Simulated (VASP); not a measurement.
# SrVO3 (Pm-3m) in VASP: further runs

One crystal, SrVO3, is run at these levels: PBE; tasks: single point, relaxation of cell and atoms.

All numbers are computed with VASP 6.6.1; they aren't measurements. Logs are shortened: lines on timing, memory, paths and dates and some standing lists are left out, and cuts for length are marked.

## Step 1: The crystal as given

It takes space group Pm-3m (No. 221, cubic). The conventional cell has a = 3.744 Å, b = 3.744 Å, c = 3.744 Å, α = 90.00°, β = 90.00°, γ = 90.00°. Sr (site symmetry m-3m) is surrounded by 12 O at 2.65 Å. V (site symmetry m-3m) has 6 O at 1.87 Å as nearest neighbours. O (site symmetry 4/mmm) has 2 V at 1.87 Å as nearest neighbours.

## Step 2: Single point, PBE

Contents of INCAR:

```
SYSTEM = SrVO3
PREC = Accurate
ENCUT = 520
EDIFF = 1E-7
ISMEAR = -1
SIGMA = 0.1
LREAL = .FALSE.
LASPH = .TRUE.
NELM = 100
ALGO = Normal
ISIF = 2
LWAVE = .FALSE.
LCHARG = .FALSE.
GGA = PE
NBANDS = 28
```

Contents of KPOINTS:

```
regular mesh
0
G
  9 9 9
  0 0 0
```

Contents of POSCAR:

```
SrVO3
1.0
    3.7441996966      0.0000000000      0.0000000000
    0.0000000000      3.7441996966      0.0000000000
    0.0000000000      0.0000000000      3.7441996966
Sr V O
1 1 3
Direct
    0.5000000000      0.5000000000      0.5000000000
    0.0000000000      0.0000000000      0.0000000000
    0.5000000000      0.0000000000      0.0000000000
    0.0000000000      0.5000000000      0.0000000000
    0.0000000000      0.0000000000      0.5000000000
```

Potentials or basis: VASP PAW PBE potentials, release 64 (Sr_sv, V_sv, O).

Launch:

```console
$ cat potpaw_PBE.64/Sr_sv/POTCAR potpaw_PBE.64/V_sv/POTCAR potpaw_PBE.64/O/POTCAR > POTCAR
$ mpirun -np 1 vasp_std > vasp.out
```

OUTCAR:

```text
SYSTEM = SrVO3
   PREC = Accurate
   ENCUT = 520
   EDIFF = 1E-7
   ISMEAR = -1
   LREAL = .FALSE.
   LASPH = .TRUE.
   NELM = 100
   ISIF = 2
   GGA = PE

 ion  position               nearest neighbor table
   1  0.500  0.500  0.500-   3 2.65   4 2.65   5 2.65   3 2.65   4 2.65   3 2.65   5 2.65   3 2.65
                             4 2.65   5 2.65   4 2.65   5 2.65   2 3.24   2 3.24   2 3.24   2 3.24
   2  0.000  0.000  0.000-   3 1.87   4 1.87   5 1.87   5 1.87   4 1.87   3 1.87   1 3.24   1 3.24
                             1 3.24   1 3.24   1 3.24   1 3.24   1 3.24   1 3.24
   3  0.500  0.000  0.000-   2 1.87   2 1.87   1 2.65   1 2.65   1 2.65   1 2.65
   4  0.000  0.500  0.000-   2 1.87   2 1.87   1 2.65   1 2.65   1 2.65   1 2.65
   5  0.000  0.000  0.500-   2 1.87   2 1.87   1 2.65   1 2.65   1 2.65   1 2.65

  LATTYP: Found a simple cubic cell.
 ALAT       =     3.7441996966

  Lattice vectors:

 A1 = (   3.7441996966,   0.0000000000,   0.0000000000)
 A2 = (   0.0000000000,   3.7441996966,   0.0000000000)
 A3 = (   0.0000000000,   0.0000000000,   3.7441996966)

Analysis of symmetry for initial positions (statically):
=====================================================================
 Subroutine PRICEL returns:
 Original cell was already a primitive cell.

 Routine SETGRP: Setting up the symmetry group for a
 simple cubic supercell.

 Subroutine GETGRP returns: Found 48 space group operations
 (whereof 48 operations were pure point group operations)
 out of a pool of 48 trial point group operations.

The static configuration has the point symmetry O_h .

Analysis of symmetry for dynamics (positions and initial velocities):
=====================================================================
 Subroutine PRICEL returns:
 Original cell was already a primitive cell.

 Routine SETGRP: Setting up the symmetry group for a
 simple cubic supercell.

 Subroutine GETGRP returns: Found 48 space group operations
 (whereof 48 operations were pure point group operations)
 out of a pool of 48 trial point group operations.

The dynamic configuration has the point symmetry O_h .

 Subroutine INISYM returns: Found 48 space group operations
 (whereof 48 operations are pure point group operations),
 and found     1 'primitive' translations

----------------------------------------------------------------------------------------

                                     Primitive cell

  volume of cell :      52.4901

  direct lattice vectors                    reciprocal lattice vectors
     3.744199697  0.000000000  0.000000000     0.267079772  0.000000000  0.000000000
     0.000000000  3.744199697  0.000000000     0.000000000  0.267079772  0.000000000
     0.000000000  0.000000000  3.744199697     0.000000000  0.000000000  0.267079772

  length of vectors
     3.744199697  3.744199697  3.744199697     0.267079772  0.267079772  0.267079772

  position of ions in fractional coordinates (direct lattice)
     0.500000000  0.500000000  0.500000000
     0.000000000  0.000000000  0.000000000
     0.500000000  0.000000000  0.000000000
     0.000000000  0.500000000  0.000000000
     0.000000000  0.000000000  0.500000000

  ion indices of the primitive-cell ions
   primitive index   ion index
                 1           1
                 2           2
                 3           3
                 4           4
                 5           5

----------------------------------------------------------------------------------------

 KPOINTS: regular mesh

Automatic generation of k-mesh.
 Grid dimensions read from file:
 generate k-points for:    9    9    9

 Generating k-lattice:

  Cartesian coordinates                     Fractional coordinates (reciprocal lattice)
     0.029675530  0.000000000  0.000000000     0.111111111  0.000000000  0.000000000
     0.000000000  0.029675530  0.000000000     0.000000000  0.111111111  0.000000000
     0.000000000  0.000000000  0.029675530     0.000000000  0.000000000  0.111111111

  Length of vectors
     0.029675530  0.029675530  0.029675530

  Shift w.r.t. Gamma in fractional coordinates (k-lattice)
     0.000000000  0.000000000  0.000000000

 Subroutine IBZKPT returns following result:
 ===========================================

 Found     35 irreducible k-points:

 Following reciprocal coordinates:
            Coordinates               Weight
  0.000000  0.000000  0.000000      1.000000
  0.111111  0.000000  0.000000      6.000000
  0.222222  0.000000  0.000000      6.000000
  0.333333  0.000000  0.000000      6.000000
  0.444444  0.000000  0.000000      6.000000
  0.111111  0.111111  0.000000     12.000000
[... 16 lines left out ...]
  0.333333  0.333333  0.111111     24.000000
  0.444444  0.333333  0.111111     48.000000
 [... further k-points ...]
   k-points           NKPTS =     35   k-points in BZ     NKDIM =     35   number of bands    NBANDS=     28
   number of dos      NEDOS =    301   number of ions     NIONS =      5
   total plane-waves  NPLWV =  21952
   dimension x,y,z NGX =    28 NGY =   28 NGZ =   28
   dimension x,y,z NGXF=    56 NGYF=   56 NGZF=   56
   ions per type =               1   1   3
   NGX,Y,Z   is equivalent  to a cutoff of  12.43, 12.43, 12.43 a.u.
   NGXF,Y,Z  is equivalent  to a cutoff of  24.86, 24.86, 24.86 a.u.
 SYSTEM =  SrVO3
   PREC   = accura    normal or accurate (medium, high low for compatibility)
   ISTART =      0    job   : 0-new  1-cont  2-samecut
   ICHARG =      2    charge: 1-file 2-atom 10-const
   ISPIN  =      1    spin polarized calculation?
   LNONCOLLINEAR =      F non collinear calculations
   LSORBIT =      F    spin-orbit coupling
   LASPH  =      T    aspherical Exc in radial PAW
   ENCUT  =  520.0 eV  38.22 Ry    6.18 a.u.   6.96  6.96  6.96*2*pi/ulx,y,z
   NELM   =    100;   NELMIN=  2; NELMDL= -5     # of ELM steps
   EDIFF  = 0.1E-06   stopping-criterion for ELM
   LREAL  =      F    real-space projection
   EDIFFG = 0.1E-05   stopping-criterion for IOM
   NSW    =      0    number of steps for IOM
   IBRION =     -1    ionic relax: 0-MD 1-quasi-New 2-CG
   NFREE  =      0    steps in history (QN), initial steepest desc. (CG)
   ISIF   =      2    stress and relaxation
   ISYM   =      2    0-nonsym 1-usesym 2-fastsym
   POTIM  = 0.5000    time-step for ionic-motion
   TEBEG  =    0.0;   TEEND  =   0.0 temperature during run
   PSTRESS=    0.0 pullay stress
   NELECT =      41.0000    total number of electrons
   NUPDOWN=      -1.0000    fix difference up-down
   EMIN   =  10.00;   EMAX   =-10.00  energy-range for DOS
   EFERMI =   0.00;   METHOD = LEGACY
   ISMEAR =    -1;   SIGMA  =   0.10  broadening in eV -4-tet -1-fermi 0-gaus
   EFERMI_NEDOS =   21; number of points for ismear=-14 and -15
   IALGO  =     38    algorithm
   IMIX   =      4    mixing-type and parameters
     AMIX     =   0.40;   BMIX     =  1.00
     AMIX_MAG =   1.60;   BMIX_MAG =  1.00
  volume/ion in A,a.u.               =      10.50        70.84
  Fermi-wavevector in a.u.,A,eV,Ry     =   1.507684  2.849110 30.927570  2.273112
  Thomas-Fermi vector in A             =   2.618238
   LORBIT       =      0    0 simple, 1 ext, 2 COOP (PROOUT), +10 PAW based schemes
   GGA     = PE    functional components
   LHFCALC =     F    Hartree Fock is set to
   AEXX    =    0.0000 exact exchange contribution
   IVDW    =     0    specifies the selected vdW correction
   LEPSILON=     F    determine dielectric tensor
   LRPA    =     F    only Hartree local field effects (RPA)
 non-spin polarized calculation
  energy-cutoff  :      520.00
  volume of cell :       52.49
 maximum number of plane-waves:      1426
 NGX is ok and might be reduce to    28
   NGX = 13   NGY = 13   NGZ = 13

 number of electron      40.9999972 magnetization

 Free energy of the ion-electron system (eV)
  ---------------------------------------------------
  ext. energy  EPLUGINS =         0.00000000
  ---------------------------------------------------
  free energy    TOTEN  =       -38.97916345 eV

  energy without entropy =      -38.91867279  energy(sigma->0) =      -38.94891812

 E-fermi :   7.2196     XC(G=0): -11.9983

 val. band max:        7.2149997326   @ k =   0.3333   0.2222   0.0000
 cond. band min:       7.2318376290   @ k =   0.2222   0.2222   0.1111
 fundamental gap:      0.0168378964
 Fermi energy:         7.2196307569

 k-point     1 :       0.0000    0.0000    0.0000
  band No.  band energies     occupation
      1     -58.6309      2.00000
      2     -32.5135      2.00000
      3     -32.5135      2.00000
      4     -32.5135      2.00000
      5     -27.3608      2.00000
      6     -13.1038      2.00000
[... 20 lines left out ...]
     27      10.6317      0.00000
     28      12.5065      0.00000

 k-point     2 :       0.1111    0.0000    0.0000
  band No.  band energies     occupation
      1     -58.6308      2.00000
      2     -32.5198      2.00000
      3     -32.5132      2.00000
      4     -32.5132      2.00000
      5     -27.3550      2.00000
      6     -13.1094      2.00000
[... 20 lines left out ...]
     27      10.8872      0.00000
     28      12.8134      0.00000

 k-point     3 :       0.2222    0.0000    0.0000
  band No.  band energies     occupation
      1     -58.6304      2.00000
      2     -32.5354      2.00000
      3     -32.5125      2.00000
      4     -32.5125      2.00000
      5     -27.3405      2.00000
      6     -13.1615      2.00000
[... 20 lines left out ...]
     27      11.5302      0.00000
     28      13.6484      0.00000

 k-point     4 :       0.3333    0.0000    0.0000
  band No.  band energies     occupation
      1     -58.6301      2.00000
      2     -32.5531      2.00000
      3     -32.5117      2.00000
      4     -32.5117      2.00000
      5     -27.3238      2.00000
      6     -13.2685      2.00000
[... 578 lines left out ...]
     27      13.6794      0.00000
     28      14.3387      0.00000

 k-point    23 :       0.3333    0.3333    0.1111
  band No.  band energies     occupation
      1     -58.6290      2.00000
      2     -32.5501      2.00000
      3     -32.5492      2.00000
      4     -32.5158      2.00000
      5     -27.2926      2.00000
      6     -12.7748      2.00000
[... 20 lines left out ...]
     27      13.9488      0.00000
     28      14.0152      0.00000

 k-point    24 :       0.4444    0.3333    0.1111
  band No.  band energies     occupation
      1     -58.6288      2.00000
      2     -32.5608      2.00000
      3     -32.5488      2.00000
      4     -32.5152      2.00000
      5     -27.2846      2.00000
      6     -12.6725      2.00000
[... 20 lines left out ...]
     27      13.9293      0.00000
     28      14.3565      0.00000

 [... further k-points ...]
[... 5 lines left out ...]
  --------------------------------------------------------------------------------------
  -------------------------------------------------------------------------------------
  Total        6.9381022      6.9381022      6.9381022     -0.0000000      0.0000000      0.0000000
  in kB      211.7747917    211.7747917    211.7747917     -0.0000000      0.0000000      0.0000000
  external PRESSURE =     211.7747917 kB  Pullay stress =       0.0000000 kB

 VOLUME and BASIS-vectors are now :
 -----------------------------------------------------------------------------
  energy-cutoff  :      520.00
  volume of cell :       52.49
      direct lattice vectors                 reciprocal lattice vectors
     3.744199697  0.000000000  0.000000000     0.267079772  0.000000000  0.000000000
     0.000000000  3.744199697  0.000000000     0.000000000  0.267079772  0.000000000
     0.000000000  0.000000000  3.744199697     0.000000000  0.000000000  0.267079772

 POSITION                                       TOTAL-FORCE (eV/Angst)
 -----------------------------------------------------------------------------------
      1.87210      1.87210      1.87210         0.000000      0.000000      0.000000
      0.00000      0.00000      0.00000         0.000000      0.000000      0.000000
      1.87210      0.00000      0.00000         0.000000      0.000000      0.000000
      0.00000      1.87210      0.00000         0.000000      0.000000      0.000000
      0.00000      0.00000      1.87210         0.000000      0.000000      0.000000
 -----------------------------------------------------------------------------------
    total drift:                               -0.000000      0.000000     -0.000000

  FREE ENERGIE OF THE ION-ELECTRON SYSTEM (eV)
  ---------------------------------------------------
  free  energy   TOTEN  =       -38.9791634515 eV

  energy  without entropy=      -38.9186727854  energy(sigma->0) =      -38.94891812
```

Run time: 41 s. Hardware: 1 thread of Intel Xeon Platinum 8259CL at 2.50GHz (Skylake/Cascade Lake), shared host; peak memory 0.19 GiB.

What came out:

```yaml
Free_energy: -38.9792 eV
Pressure: 21.2 GPa
Band_gap_on_the_k_mesh: none (metal or under the smearing width)
```

Caveat: so large a pressure means that the cell lies far from this level's equilibrium, or that cutoff or potentials fall short; an odd number of electrons without spin polarisation forces a metal; a magnetic or distorted state may lie lower; the run has no spin polarisation, though such a crystal can be magnetic; semilocal functionals often make such compounds metallic where correlation or magnetic order opens a gap, which also shifts bond lengths. With open d or f shells a metallic result of PBE can be an artefact of self-interaction; +U or a hybrid may open a gap.

## Step 3: Relaxation of cell and atoms, PBE, target pressure 20 GPa, at which the enthalpy is minimised

This run uses another cell than the first one, of 11.31 Å³/atom, 1.077 times its volume.

Contents of INCAR:

```
SYSTEM = SrVO3
PREC = Accurate ; ENCUT = 600
EDIFF = 1E-6 ; ISMEAR = -1
SIGMA = 0.1 ; LREAL = .FALSE.
LASPH = .TRUE. ; NELM = 100
ALGO = Fast ; ISIF = 3
LWAVE = .FALSE. ; LCHARG = .FALSE.
GGA = PE ; IBRION = 2
NSW = 80 ; EDIFFG = -0.01
PSTRESS = 200.0
```

KPOINTS is that of step 2.

POSCAR: that of step 2 with these lines changed.

```diff
@@ -2,5 +2,5 @@
 1.0
-    3.7441996966      0.0000000000      0.0000000000
-    0.0000000000      3.7441996966      0.0000000000
-    0.0000000000      0.0000000000      3.7441996966
+    3.8378340000      0.0000000000      0.0000000000
+    0.0000000000      3.8378340000      0.0000000000
+    0.0000000000      0.0000000000      3.8378340000
 Sr V O
```

Potentials or basis: VASP PAW PBE potentials, release 64 (Sr_sv, V_sv, O).

Launch:

```console
$ cat potpaw_PBE.64/Sr_sv/POTCAR potpaw_PBE.64/V_sv/POTCAR potpaw_PBE.64/O/POTCAR > POTCAR
$ mpirun -np 1 vasp_std > vasp.out
```

Run time: 3 min. Hardware: 1 thread of Intel Xeon Platinum 8259CL at 2.50GHz (Skylake/Cascade Lake), shared host; peak memory 0.23 GiB.

Results (log left out):

| Item | Value |
| --- | --- |
| Free energy | -39.0225 eV |
| Relaxed volume | 10.54 Å³/atom |
| Relaxed cell | a = 3.749 Å, b = 3.749 Å, c = 3.749 Å, α = 90.00°, β = 90.00°, γ = 90.00° |
| Space group after relaxing (to 0.05 Å) | Pm-3m (No. 221) |
| Energy change on relaxing (the enthalpy is what falls) | +54.6 meV/atom |
| Ionic steps | 4 |
| Pressure after relaxing | 19.9 GPa |
| Band gap on the k mesh | none (metal or under the smearing width) |

The path:
```
step  energy change (eV)  largest force (eV/Å)  pressure (GPa)  volume (Å³)
   1              0.0000                0.0000            3.78        56.53
   2              1.3610                0.0000           52.23        47.67
   3              0.2617                0.0000           19.48        52.77
   4              0.2731                0.0000           19.90        52.68
```

Final structure:
```
Sr V O
1.0
     3.74862    0.00000    0.00000
     0.00000    3.74862    0.00000
     0.00000    0.00000    3.74862
Sr V O
1 1 3
Direct
  0.50000 0.50000 0.50000
  0.00000 0.00000 0.00000
  0.50000 0.00000 0.00000
  0.00000 0.50000 0.00000
  0.00000 0.00000 0.50000
```

Levels at points of the mesh, in eV from the Fermi level:
| k point | band 17 | band 18 | band 19 | band 20 | band 21 | band 22 | band 23 | band 24 |
| --- | --- | --- | --- | --- | --- | --- | --- | --- |
| (0.00, 0.00, 0.00) | -3.61 | -2.60 | -2.60 | -2.60 | -1.10 | -1.10 | -1.10 | 1.50 |

Caveat: the cell is relaxed towards a set pressure, so the enthalpy falls and the energy may rise; an odd number of electrons without spin polarisation forces a metal; a magnetic or distorted state may lie lower; the run has no spin polarisation, though such a crystal can be magnetic; semilocal functionals often make such compounds metallic where correlation or magnetic order opens a gap, which also shifts bond lengths. With open d or f shells a metallic result of PBE can be an artefact of self-interaction; +U or a hybrid may open a gap.
